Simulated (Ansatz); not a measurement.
## What strain does to TiO2 (fluorite)

TiO2 in the fluorite structure, relaxed with r2SCAN in the PAW code Ansatz. Space group Fm-3m (No. 225), cubic; a = 4.794 Å in the conventional setting, 9.18 Å³ an atom. Around Ti lie 8 O at 2.08 Å; around O lie 4 Ti at 2.08 Å.

The axes x, y and z are those of this cell:
```xyz
3
Lattice="0.0000 2.3968 2.3968 2.3968 0.0000 2.3968 2.3968 2.3968 0.0000" Properties=species:S:1:pos:R:3 pbc="T T T"
Ti    0.0000    0.0000    0.0000
O     1.1984    1.1984    1.1984
O     3.5952    3.5952    3.5952
```

Unstrained: The PBE gap is indirect, 1.145 eV (X to Γ), below the direct gap of 1.850 eV at X. The r2SCAN gap is indirect, 1.508 eV (X to Γ), below the direct gap of 2.205 eV at X. HSE06 gives an indirect gap of 2.630 eV, from X to Γ; the least direct gap is 3.354 eV at X. Meshes: PBE 10×10×10, r2SCAN 10×10×10, HSE06 6×6×6. Strains are changes of length per length, and xy shears are angles. After each strain the atoms were relaxed again with r2SCAN within the symmetry that the strain leaves, so tilts or polar shifts that break it weren't tested; points keep the names that they have in the unstrained zone. Spin-unpolarised throughout. Whether this structure exists isn't addressed.

Changes of the least gap in eV (an overlap counts as a negative gap):
```
                                                      strain  volume change (%)  space group     PBE  r2SCAN   HSE06  energy rise, r2SCAN (meV/atom)
                                     uniaxial +5.0 % along z               +5.0       I4/mmm  -0.365  -0.385  -0.424                            43.7
                 xy shear, engineering strain (angle) -4.0 %                0.0         Immm  +0.003  +0.001  -0.002                             1.7
epitaxial -2.0 % in the xy plane, free normal strain +0.55 %               -3.4       I4/mmm  -0.154  -0.149  -0.149                            17.4
                                 uniaxial -0.5 % along [111]               -0.5         R-3m  +0.004  +0.005  +0.007                             0.2
                                     uniaxial -2.5 % along x               -2.5       I4/mmm  -0.253  -0.254  -0.255                            12.4
```

Uniaxial +5.0 % along z, other directions held. HSE06: the gap goes from 2.630 to 2.206 eV (-0.424 eV). Stress change with r2SCAN, compression positive: xx -3.15, yy -3.15, zz -29.31 GPa.

Xy shear, engineering strain (angle) -4.0 %. HSE06: the gap goes from 2.630 to 2.628 eV (-0.002 eV). Stress change with r2SCAN, compression positive: xx +0.23, yy +0.23, zz +0.23, xy +1.49 GPa.

Epitaxial -2.0 % in the xy plane, free normal strain +0.55 %. HSE06: the gap goes from 2.630 to 2.481 eV (-0.149 eV). Stress change with r2SCAN, compression positive: xx +15.71, yy +15.71, zz -0.06 GPa.

Uniaxial -0.5 % along [111], other directions held. HSE06: the gap goes from 2.630 to 2.637 eV (+0.007 eV). Stress change with r2SCAN, compression positive: xx +1.40, yy +1.40, zz +1.40, xy +0.12, xz +0.12, yz +0.12 GPa.

Uniaxial -2.5 % along x, other directions held. HSE06: the gap goes from 2.630 to 2.375 eV (-0.255 eV); the X points, equivalent before, split by 310 meV, and the valence top lies at those like (0, 1/2, 1/2). Stress change with r2SCAN, compression positive: xx +17.67, yy +2.35, zz +2.35 GPa.

The meshes of the hybrids are coarse, so their gaps aren't converged to the digits shown.
